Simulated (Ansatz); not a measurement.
# Preparing GaN (P6_3mc) as a host crystal

Aim: the runs on the perfect crystal GaN (P6_3mc) that a defect calculation needs first.

Program: Ansatz 0.2.0. Level of theory: plane-wave PAW DFT, r2SCAN; relaxation of the host's cell and atoms; PAW set soft_1, in the first sound run; inputs show where later runs differ. Results are calculated unless marked as measured.

**1. Starting point**

The structure is hexagonal, space group P6_3mc (No. 186). Conventional cell: a = 3.189 Å, b = 3.189 Å, c = 5.192 Å, α = 90.00°, β = 90.00°, γ = 120.00°. Nearest to Ga lie 4 N at 1.95 to 1.96 Å. Nearest to N lie 4 Ga at 1.95 to 1.96 Å. Farther neighbours and most contacts between anions are not listed.

**2. Host cell relaxation**

Cell and atoms are relaxed together, until forces and stress fall under their thresholds.

File cell/input.yaml:

```yaml
crystal:
  lattice:
    - [3.1889304, 0.0, 0.0]
    - [-1.5944652, 2.7616947, 0.0]
    - [0.0, 0.0, 5.1923572]
  atoms:
    - { symbol: Ga, position: [0.66666667, 0.33333333, 0.49908371] }
    - { symbol: Ga, position: [0.33333333, 0.66666667, 0.99908371] }
    - { symbol: "N", position: [0.66666667, 0.33333333, 0.87591629] }
    - { symbol: "N", position: [0.33333333, 0.66666667, 0.37591629] }
basis:
  ecutwfc: 500
  xc_grid: 2
hamiltonian:
  xc: r2scan
  pseudopotentials: { kind: paw, azcp: { folder: soft_1 } }
kpoints:
  mp_grid: { grid: [10, 10, 6] }
scf:
  occupations: { method: fixed }
  max_iter: 100
relax:
  f_tol: 0.005
  max_steps: 60
  cell: {}
output:
  forces: true
  stress: true
checkpoint:
  write: "../cell.run"
  compress: false
  write_wavefunctions: false
  write_every: 100000
```

Command:

```console
ansatz run input.yaml --threads 4 --pin off --max-ram 15073MiB --backend cpu --events-out ev --progress --plain --runs-dir out
```

Numbers of over 12 decimals in the logs are rounded to 6 here.

What it wrote:

```text
[... repeated set-up lines and file paths are left out, and long positions are rounded to six places ...]
Engine: ansatz 0.2.0, aarch64-unknown-linux-gnu
Pseudopotentials: kind: paw
Pseudopotential: Ga, paw, valence charge 13, recommended cutoff 500 eV (meta_gga), soft_1/Ga.paw.azcp
Pseudopotential: N, paw, valence charge 5, recommended cutoff 500 eV (meta_gga), soft_1/N.paw.azcp
Functional definition: r2SCAN
  parameter k0 = 0.174
  parameter k1 = 0.065
  parameter a1 = 4.9479
  exchange = r2scan_x(k0 = k0, k1 = k1, a1 = a1)
  correlation = r2scan_c
Crystal: 4 atoms, lattice volume = 45.728 Å³
Basis set: ecut = 500 eV, 1141 PW (Γ), exchange–correlation on 48×48×80 points (8 copies of the dense FFT grid, shifted against one another)
Bands: 22, of which v1, the nominal top of the filled ones, is band 18 counted from 1 (17 counted from 0)
Symmetry: 12 space group operations
Space group: P63mc (ITA 186), of the structure as read, at distance tolerance 3.6e-5 Å
k-points: 56 of 600 (time reversal used)
Non-local potential: Ga, projectors of the file, l = 0: 2, l = 1: 2, l = 2: 3, l = 3: 1
Non-local potential: N, projectors of the file, l = 0: 2, l = 1: 2, l = 2: 1
PAW form: soft (Blöchl's): semilocal exchange-correlation on the pseudo side does not see the compensation charge
PAW frozen core: Ga, regenerated for the run's functional (the file was generated under x = pbe(κ = 0.804, μ = 0.219515), c = pbe(β = 0.066725))
PAW frozen core: N, regenerated for the run's functional (the file was generated under x = pbe(κ = 0.804, μ = 0.219515), c = pbe(β = 0.066725))
PAW one-centre angular grid: Ga, 590 points (default); XC on 160 Gauss nodes
PAW one-centre angular grid: N, 302 points (default); XC on 160 Gauss nodes
Initial density: superposition of atomic densities (chi_scale 0.1, normalization cell, long waves kept (reshape's long-wave potential 0.00 eV rms))
Initial wavefunctions: pseudopotential atomic-orbital guess
Functional: x = r2scan, c = r2scan; τ floored in thin density (d = 2e-4 eV/Å³)
SCF iter   1: F=—  HF=-8353.733610 eV  |F-HF|=—  |Δ(HF+E_count)|=         —  Δρ=1.16e-1  dr2=4.92e0  dr2_τ=5.70e-1  ethr=3.10e-3  ⟨swp⟩=4.0  Hψ=4335  notcnv=0  defer=10
preconditioner: auto → Resta (q_TF=auto, 2.622 Å⁻¹)  ε∞=4.4  [insulator: Δε(μ)=2.869 eV  Ē_g=17.848 eV  n_scr=22 (ndim 8)  ℏωp=32.9 eV  f_vac=0.000  ε∞_Penn≈4.4]
SCF iter   2: F=—  HF=-8352.706619 eV  |F-HF|=—  |Δ(HF+E_count)|=    1.03e0  Δρ=5.17e-2  dr2=6.81e-1  dr2_τ=7.33e-2  ethr=3.10e-3  ⟨swp⟩=2.0  Hψ=2873  notcnv=0  defer=45
SCF iter   3: F=—  HF=-8352.783623 eV  |F-HF|=—  |Δ(HF+E_count)|=   7.70e-2  Δρ=1.79e-2  dr2=1.12e-1  dr2_τ=7.76e-3  ethr=1.89e-3  ⟨swp⟩=2.0  Hψ=1348  notcnv=0  defer=108
SCF iter   4: F=—  HF=-8352.778076 eV  |F-HF|=—  |Δ(HF+E_count)|=   5.55e-3  Δρ=3.46e-3  dr2=3.92e-3  dr2_τ=2.28e-4  ethr=3.12e-4  ⟨swp⟩=2.9  Hψ=2274  notcnv=0  defer=111
SCF iter   5: F=—  HF=-8352.781301 eV  |F-HF|=—  |Δ(HF+E_count)|=   3.22e-3  Δρ=2.31e-3  dr2=1.49e-3  dr2_τ=5.02e-5  ethr=1.09e-5  ⟨swp⟩=2.0  Hψ=2338  notcnv=0  defer=111
SCF iter   6: F=—  HF=-8352.779838 eV  |F-HF|=—  |Δ(HF+E_count)|=   1.46e-3  Δρ=4.01e-4  dr2=8.47e-5  dr2_τ=3.42e-6  ethr=4.14e-6  ⟨swp⟩=2.0  Hψ=2342  notcnv=0  defer=112
SCF iter   7: F=—  HF=-8352.779862 eV  |F-HF|=—  |Δ(HF+E_count)|=   2.37e-5  Δρ=1.45e-4  dr2=1.08e-5  dr2_τ=5.12e-7  ethr=2.35e-7  ⟨swp⟩=2.1  Hψ=2235  notcnv=0  defer=47
SCF iter   8: F=—  HF=-8352.779862 eV  |F-HF|=—  |Δ(HF+E_count)|=   3.40e-7  Δρ=2.40e-5  dr2=2.67e-7  dr2_τ=3.68e-9  ethr=2.99e-8  ⟨swp⟩=2.0  Hψ=1729  notcnv=0  defer=37
SCF iter   9: F=-8352.779862 eV  HF=-8352.779862 eV  |F-HF|=2.71e-10  |Δ(HF+E_count)|=   5.72e-8  Δρ=5.88e-6  dr2=1.28e-8  dr2_τ=2.13e-10  ethr=2.78e-10  ⟨swp⟩=4.0  Hψ=4435  notcnv=0
SCF 1 converged in 9 iterations: F = -8352.779862 eV  dr2 = 1.28e-8
  greatest PAW one-centre occupation: 0.994 electrons in one spin orbital (limit 2), on the Ga atom at site 0 (counted from 0), in its partial waves of l = 2
relax step   1: F+E_penalty+E_count = -8352.77986169 eV  Δ(F+E_penalty+E_count) = +0.000e0 eV  max|allowed force component| = 1.081e-3 eV/Å  Δτ_max = 0.0000 Å  P = -1.004 GPa  Ω = 45.728 Å³  (9 SCF iters, dr2 threshold 1.00e-7 eV, accepted)
[... the SCF cycles and remarks between the steps are left out from here to the last step ...]
relax step   2: F+E_penalty+E_count = -8352.78059367 eV  Δ(F+E_penalty+E_count) = -7.320e-4 eV  max|allowed force component| = 9.540e-4 eV/Å  Δτ_max = 0.0001 Å  P = -0.386 GPa  Ω = 45.582 Å³  energy of the carried Pulay correction = +9.690e-5 eV  (5 SCF iters, dr2 threshold 4.00e-7 eV, accepted)
relax step   3: F+E_penalty+E_count = -8352.78076223 eV  Δ(F+E_penalty+E_count) = -1.686e-4 eV  max|allowed force component| = 4.761e-4 eV/Å  Δτ_max = 0.0001 Å  P = +0.005 GPa  Ω = 45.491 Å³  energy of the carried Pulay correction = +1.573e-4 eV  (4 SCF iters, dr2 threshold 3.76e-7 eV, accepted)
Initial wavefunctions: pseudopotential atomic-orbital guess (no wavefunctions were taken with the density)
iter 1 solved again at ethr=2.23e-8 eV; its pass at ethr=3.10e-3 eV (dr2=8.02e-6 eV) is discarded
SCF iter   1: F=—  HF=-8352.780590 eV  |F-HF|=—  |Δ(HF+E_count)|=         —  Δρ=3.27e-5  dr2=3.11e-7  dr2_τ=5.57e-8  ethr=2.23e-8  ⟨swp⟩=3.0  Hψ=8110  notcnv=0  defer=98
SCF iter   2: F=—  HF=-8352.780591 eV  |F-HF|=—  |Δ(HF+E_count)|=   3.31e-7  Δρ=1.83e-5  dr2=1.13e-7  dr2_τ=5.95e-9  ethr=8.63e-10  ⟨swp⟩=2.9  Hψ=2450  notcnv=0  defer=4
SCF iter   3: F=—  HF=-8352.780591 eV  |F-HF|=—  |Δ(HF+E_count)|=   5.14e-8  Δρ=9.55e-6  dr2=2.40e-8  dr2_τ=7.35e-10  ethr=3.15e-10  ⟨swp⟩=2.0  Hψ=1790  notcnv=0  defer=4
SCF iter   4: F=—  HF=-8352.780591 eV  |F-HF|=—  |Δ(HF+E_count)|=   8.63e-9  Δρ=1.29e-6  dr2=5.21e-10  dr2_τ=8.24e-11  ethr=6.66e-11  ⟨swp⟩=2.0  Hψ=2212  notcnv=0  defer=4
SCF iter   5: F=—  HF=-8352.780591 eV  |F-HF|=—  |Δ(HF+E_count)|=  6.48e-10  Δρ=3.42e-7  dr2=4.57e-11  dr2_τ=4.34e-12  ethr=1.45e-12  ⟨swp⟩=2.6  Hψ=2275  notcnv=0  defer=4
SCF iter   6: F=-8352.780591 eV  HF=-8352.780591 eV  |F-HF|=1.82e-12  |Δ(HF+E_count)|=  3.64e-12  Δρ=7.62e-8  dr2=2.16e-12  dr2_τ=1.77e-13  ethr=1.00e-12  ⟨swp⟩=4.0  Hψ=4275  notcnv=0
SCF 4 converged in 6 iterations: F = -8352.780591 eV  dr2 = 2.16e-12
relax step   4: F+E_penalty+E_count = -8352.78059064 eV  Δ(F+E_penalty+E_count) = +1.716e-4 eV  max|allowed force component| = 5.029e-4 eV/Å  Δτ_max = 0.0000 Å  P = +0.004 GPa  Ω = 45.491 Å³  stress off target by 4.56e-3 GPa  SCF on the basis re-selected at this cell (its energy is not comparable with the rows above)  (6 SCF iters)
basis re-selected at this cell: Δ(F+E_penalty+E_count) = +1.716e-4 eV, ΔP = -0.001 GPa vs the last step (what re-selecting the basis moved, of the pressure what is left beyond the Pulay correction that the steps carried, after the strain that the cell walked [...]
SCF converged after 6 iterations
Free energy (F): -8352.780591 eV
Harris-Foulkes:  -8352.780591 eV  (|F-HF|=1.82e-12)
Internal energy: -8352.780591 eV  (E = F + TS)
E sigma→0 (E₀):  -8352.780591 eV
Fermi energy:    9.470438 eV
--- Per-component energies (eV) ---
  E_band       = -29.933872
  E_kinetic    = 481.168800
  E_local      = -2831.924561  (includes V_loc(G=0)·N_el)
  E_nonlocal   = -105.946486
  E_hartree    = 1798.202325
  E_xc         = -231.725242
  E_vxc        = -280.053635  (∫ρ·V_xc dr)
  E_paw        = -4283.182531  (= ΣΔE_a)
  E_vpaw       = -904.839034  (= ΣTr[D̂ρ^β])
  E_aug_tail   = 0.000047  (compensation charges beyond the density's cutoff)
  E_vtau       = 15.256407  (kinetic-family band-sum trace: ∫τ·v_τ [+ j·A + Jᵃ·Aᵃ] dr)
  E_ewald      = -3178.007683
  E_core_change = -1.365260  (= ΣΔE_core)
  E_smearing   = -0.000000  (= −TS)
  E_closure    = 0.000000  (closes the sum)
  Σ components = -8352.780591   (vs F -8352.780591, Δ=0.00e0)
--- Forces (eV/Å), atoms counted from 1 ---
  atom   1  Ga     0.00000000     0.00000000     0.00068653
  atom   2  Ga     0.00000000    -0.00000000     0.00068653
  atom   3  N      0.00000000    -0.00000000    -0.00031920
  atom   4  N      0.00000000     0.00000000    -0.00031920
  max |Σ_I F_I| component: 7.35e-4 eV/Å
--- Stress (GPa, compression-positive) ---
        0.004557       0.000000      -0.000000
        0.000000       0.004557       0.000000
       -0.000000       0.000000       0.001910
  P = ⅓ Tr σ = 0.0037 GPa (0.037 kbar)
--- Relaxed structure (3 steps of the walk, 3 accepted, 1 SCFs on fresh bases) ---
  F+E_penalty+E_count = -8352.78059064 eV   max|allowed force component| = 5.029e-4 eV/Å   (the final SCF, on the basis selected at the relaxed cell)
  cell:  # Å, volume = 45.4914 Å³
    - [3.183273, 0, 0]
    - [-1.591636, 2.756795, -1.745712728463539e-19]
    - [0, -3.2821745262269074e-19, 5.183832]
  atoms:
    - { symbol: Ga, position: [0.666667, 0.333333, 0.499106] }
    - { symbol: Ga, position: [0.333333, 0.666667, 0.999106] }
    - { symbol: N, position: [0.666667, 0.333333, 0.875894] }
    - { symbol: N, position: [0.333333, 0.666667, 0.375894] }
```

The job ended after 11 s (4 threads of Arm Neoverse V1, shared host; peak memory 0.42 GiB; 40 s of CPU time).

Step by step:

```
step  energy less that of the first step (eV)  largest force component (eV/Å)  pressure (GPa)  volume (Å³)
   1                                   0.0000                          0.0011           -1.00        45.73
   2                                  -0.0007                          0.0010           -0.39        45.58
   3                                  -0.0009                          0.0005            0.00        45.49
  4*                                  -0.0007                          0.0005            0.00        45.49
```

Relaxation steps marked * repeat the geometry before them on a plane-wave basis chosen anew for their cell, so energy and pressure can jump there.

The run keeps the 12 symmetry operations that it works with, so distortions that break them were not tested.

```
conventional cell, symmetrised  before  after  change
                         a (Å)   3.189  3.183  -0.2 %
                         b (Å)   3.189  3.183  -0.2 %
                         c (Å)   5.192  5.184  -0.2 %
              volume (Å³/atom)   11.43  11.37  -0.5 %
```

Final coordinates:

```xyz
4
Lattice="3.1833 0.0000 0.0000 -1.5916 2.7568 0.0000 0.0000 0.0000 5.1838" Properties=species:S:1:pos:R:3 pbc="T T T"
Ga    1.5916    0.9189    2.5873
Ga    0.0000    1.8379    5.1792
N     1.5916    0.9189    4.5405
N     0.0000    1.8379    1.9486
```

Numbers from this step:

| Item | Value |
| --- | --- |
| pressure | 0.003674 GPa |

The cell shrank by 0.5 % in volume.

**3. Dielectric tensors of the host**

The response to a uniform electric field gives the electronic dielectric tensor.

This step: plane-wave PAW DFPT, PBEsol; dielectric tensors, Born charges and zone-centre modes of the host; PAW set soft_1 (Ansatz 0.2.0).

File eps/input.yaml:

```yaml
crystal:
  lattice:
    - [3.1832725448, 0.0, 0.0]
    - [-1.5916362724, 2.7567948909, 0.0]
    - [0.0, 0.0, 5.1838316146]
  atoms:
    - { symbol: Ga, position: [0.6666666667, 0.3333333333, 0.4991062361] }
    - { symbol: Ga, position: [0.3333333333, 0.6666666667, 0.9991062361] }
    - { symbol: "N", position: [0.6666666667, 0.3333333333, 0.8758937639] }
    - { symbol: "N", position: [0.3333333333, 0.6666666667, 0.3758937639] }
basis:
  ecutwfc: 420
hamiltonian:
  xc: pbesol
  pseudopotentials: { kind: paw, azcp: { folder: soft_1 }, xc_functional: pbe }
kpoints:
  mp_grid: { grid: [9, 9, 5] }
scf:
  occupations: { method: fixed }
  max_iter: 100
phonons:
  method: dfpt
  dielectric: true
  rigid_motions: translations
```

What it wrote:

```text
[...]
Crystal: 4 atoms, lattice volume = 45.491 Å³
Basis set: ecut = 420 eV, 893 PW (Γ), exchange–correlation on 48×48×72 points (8 copies of the dense FFT grid, shifted against one another)
Bands: 22, of which v1, the nominal top of the filled ones, is band 18 counted from 1 (17 counted from 0)
Symmetry: 12 space group operations
k-points: 115 of 405 (irreducible under 2 space group operations, time reversal used)
[...]
SCF iter   1: F=—  HF=-8246.860318 eV  |F-HF|=—  |Δ(HF+E_count)|=         —  Δρ=1.04e-1  dr2=4.20e0  ethr=3.10e-3  ⟨swp⟩=4.0  Hψ=8916  notcnv=0  defer=14
[...]
SCF iter  10: F=-8245.700331 eV  HF=-8245.700331 eV  |F-HF|=1.09e-11  |Δ(HF+E_count)|=  6.84e-10  Δρ=3.20e-7  dr2=3.54e-11  ethr=1.00e-12  ⟨swp⟩=5.0  Hψ=15177  notcnv=0
SCF 1 converged in 10 iterations: F = -8245.700331 eV  dr2 = 3.54e-11
[...]
NSCF: frozen V_eff on 6 k-points
DFPT response loops at Γ: preconditioner auto → Resta (q_TF=auto, 2.624 Å⁻¹)  ε∞=5.7 (no band partly filled); β = 1.00, the filter's whole step (`scf.mixing.beta` (0.50) is not read by the response loops at its default; [...]
── the response to a field inside a basis, on 12×12×8 k-points: an SCF that follows is theirs, and a resumed run solves both again ──
Bands: 19, of which v1, the nominal top of the filled ones, is band 18 counted from 1 (17 counted from 0)
k-points: 168 of 1152 (irreducible under 4 space group operations, time reversal used)
[...]
Eigensolver: Dense (168 Hₖ)
SCF iter   1: F=—  HF=-8245.697695 eV  |F-HF|=—  |Δ(HF+E_count)|=         —  Δρ=3.48e-4  dr2=1.64e-5  ethr=1.00e-1
[...]
SCF iter   4: F=-8245.697694 eV  HF=-8245.697694 eV  |F-HF|=9.50e-8  |Δ(HF+E_count)|=   1.84e-6  Δρ=1.08e-5  dr2=2.57e-8  ethr=7.70e-10
SCF 1 converged in 4 iterations: F = -8245.697694 eV  dr2 = 2.57e-8
[...]
WARN: field response: ε∞ stands inside a basis, on 12×12×8 points; [...]
SCF converged after 10 iterations
Free energy (F): -8245.700331 eV
[...]
Internal energy: -8245.700331 eV  (E = F + TS)
E sigma→0 (E₀):  -8245.700331 eV
Fermi energy:    9.608009 eV
[...]
--- Band table (eV; the first three rows and the last of 115) ---
[...]
[... further k-points left out ...]
--- Phonons (Γ-DFPT): 4 representative perturbations + reference, on 115 of 405 k-points (Σ response iterations 13) ---
  k mesh reduced under 2 symmetry operations, with k and −k counted as one. Each operation leaves every solved perturbation unchanged. A smaller set is not considered because the run solves the response to a homogeneous field
  ASR residual: 1.867e-4 → 0.000e0 eV/Å²; symmetrization residual: 6.607e-6 eV/Å²
  ASR residual per site (eV/Å²): 1.22e-4 1.22e-4 1.87e-4 1.87e-4
  Γ frequencies (cm⁻¹): 0.00 0.00 0.00 136.49 136.49 326.87 520.93 544.14 544.14 552.78 552.78 677.09
  ε∞ (high-frequency dielectric tensor):
        5.833685    -0.000000     0.000000
       -0.000000     5.833685    -0.000000
        0.000000    -0.000000     6.016054
  ε⁰ (static dielectric tensor: ions relaxed, cell fixed):
       10.099333     0.000000     0.000000
        0.000000    10.099333     0.000000
        0.000000     0.000000    11.187372
  ε⁰ − ε∞ (ionic part):
        4.265648     0.000000     0.000000
        0.000000     4.265648     0.000000
        0.000000     0.000000     5.171318
  softest optical mode at Γ: 136.49 cm⁻¹; the repairs (sum rule, projections) moved no ω² at Γ by more than (2.27 cm⁻¹)²
  Born effective charges Z* (e; rows j = field, columns β = displacement):
    site 0:
         2.60953    0.00000    0.00000
        -0.00000    2.60953   -0.00000
         0.00000    0.00000    2.75065
    site 1:
         2.60953    0.00000    0.00000
         0.00000    2.60953   -0.00000
         0.00000   -0.00000    2.75065
    site 2:
        -2.60953    0.00000   -0.00000
         0.00000   -2.60953   -0.00000
        -0.00000    0.00000   -2.75065
    site 3:
        -2.60953   -0.00000   -0.00000
        -0.00000   -2.60953    0.00000
        -0.00000   -0.00000   -2.75065
  Z* charge neutrality: 2.340e-3 e pre-enforcement
  solved inside a basis spanned on kpoints, on 12×12×8 k-points, its susceptibility summed on 18×18×10: ε∞ is read to err by 1.7e-2, Z* by 1.5e-2 e (field_mesh: kpoints solves on kpoints); Z* is corrected for what the basis lacks
  optical modes at Γ without the LO–TO term, one row a degenerate level:
      ω (cm⁻¹)  modes    IR ((D/Å)²/amu)
        136.49      2             0.0000
        326.87      1             0.0000
        520.93      1            29.9312
        544.14      2            53.8776
        552.78      2             0.0000
        677.09      1             0.0000
  optical modes at Γ + LO–TO along q̂ = [1.0000, 0.0000, 0.0000]:
      ω (cm⁻¹)  modes    IR ((D/Å)²/amu)
        136.49      2             0.0000
        326.87      1             0.0000
        520.93      1            29.9312
        544.14      1            26.9388
        552.78      2             0.0000
        677.09      1             0.0000
        715.96      1            26.9388
  optical modes at Γ + LO–TO along q̂ = [0.0000, 1.0000, 0.0000]:
      ω (cm⁻¹)  modes    IR ((D/Å)²/amu)
        136.49      2             0.0000
        326.87      1             0.0000
        520.93      1            29.9312
        544.14      1            26.9388
        552.78      2             0.0000
        677.09      1             0.0000
        715.96      1            26.9388
  optical modes at Γ + LO–TO along q̂ = [0.0000, 0.0000, 1.0000]:
      ω (cm⁻¹)  modes    IR ((D/Å)²/amu)
        136.49      2             0.0000
        326.87      1             0.0000
        544.14      2            53.8776
        552.78      2             0.0000
        677.09      1             0.0000
        710.37      1            29.9312
```

Run time: 56 s. Hardware: 4 threads; peak memory 1.1 GiB; 3.5 min of CPU time.

Electronic dielectric tensor:

```
5.83 0.00 0.00
0.00 5.83 0.00
0.00 0.00 6.02
```

Static dielectric tensor:

```
10.10  0.00  0.00
 0.00 10.10  0.00
 0.00  0.00 11.19
```

The principal values of the electronic dielectric tensor are 5.83, 5.83 and 6.02. The principal values of the static dielectric tensor are 10.10, 10.10 and 11.19.

**4. Primitive cell on a dense mesh**

A dense mesh gives the host's converged energy, against which the supercell's sampling is tested.

This step: plane-wave PAW DFT, r2SCAN; single point of the host's primitive cell on a dense mesh; PAW set soft_1 (Ansatz 0.2.0).

File dense/input.yaml:

```yaml
crystal:
  lattice:
    - [3.1832725448, 0.0, 0.0]
    - [-1.5916362724, 2.7567948909, 0.0]
    - [0.0, 0.0, 5.1838316146]
  atoms:
    - { symbol: Ga, position: [0.6666666667, 0.3333333333, 0.4991062361] }
    - { symbol: Ga, position: [0.3333333333, 0.6666666667, 0.9991062361] }
    - { symbol: "N", position: [0.6666666667, 0.3333333333, 0.8758937639] }
    - { symbol: "N", position: [0.3333333333, 0.6666666667, 0.3758937639] }
basis:
  ecutwfc: 500
  xc_grid: 2
hamiltonian:
  xc: r2scan
  pseudopotentials: { kind: paw, azcp: { folder: soft_1 } }
kpoints:
  mp_grid: { grid: [10, 10, 6] }
scf:
  occupations: { method: fermi_dirac, width: 0.01 }
  max_iter: 80
```

What it wrote:

```text
[...]
Crystal: 4 atoms, lattice volume = 45.491 Å³
Basis set: ecut = 500 eV, 1129 PW (Γ), exchange–correlation on 48×48×80 points (8 copies of the dense FFT grid, shifted against one another)
Bands: 22, of which v1, the nominal top of the filled ones, is band 18 counted from 1 (17 counted from 0)
Symmetry: 12 space group operations
[...]
k-points: 56 of 600 (time reversal used)
[...]
SCF iter   1: F=—  HF=-8353.742661 eV  |F-HF|=—  |Δ(HF+E_count)|=         —  Δρ=1.16e-1  dr2=4.96e0  dr2_τ=5.78e-1  ethr=3.10e-3  ⟨swp⟩=4.6  Hψ=4920  notcnv=0
[...]
SCF iter   9: F=-8352.780591 eV  HF=-8352.780591 eV  |F-HF|=9.28e-11  |Δ(HF+E_count)|=   6.25e-8  Δρ=5.70e-6  dr2=1.25e-8  dr2_τ=2.18e-10  ethr=2.78e-10  ⟨swp⟩=2.4  Hψ=2524  notcnv=0
SCF 1 converged in 9 iterations: F = -8352.780591 eV  dr2 = 1.25e-8
[...]
SCF converged after 9 iterations
Free energy (F): -8352.780591 eV
[...]
Internal energy: -8352.780591 eV  (E = F + TS)
E sigma→0 (E₀):  -8352.780591 eV
Fermi energy:    10.649776 eV
[...]
```

Run time: 3.1 s. Hardware: 4 threads; peak memory 0.39 GiB; 12 s of CPU time.

(Part 1 of 3 ends here.)

[Logs are printed without paths, hosts, clocks, repeated set-up lines and the standing remarks that a program may print on its own settings, such as how far it seeks lower states.]

[Hosts, paths, dates, database ids (printed as entryN), source tags and the programs' standing remarks are cut or masked in the printed files.]

[Runs of the host that timed out are not shown.]

[For some hosts the program warned that the k-mesh of the response run may be too coarse for force constants and the static dielectric constant; such warnings are not always shown.]
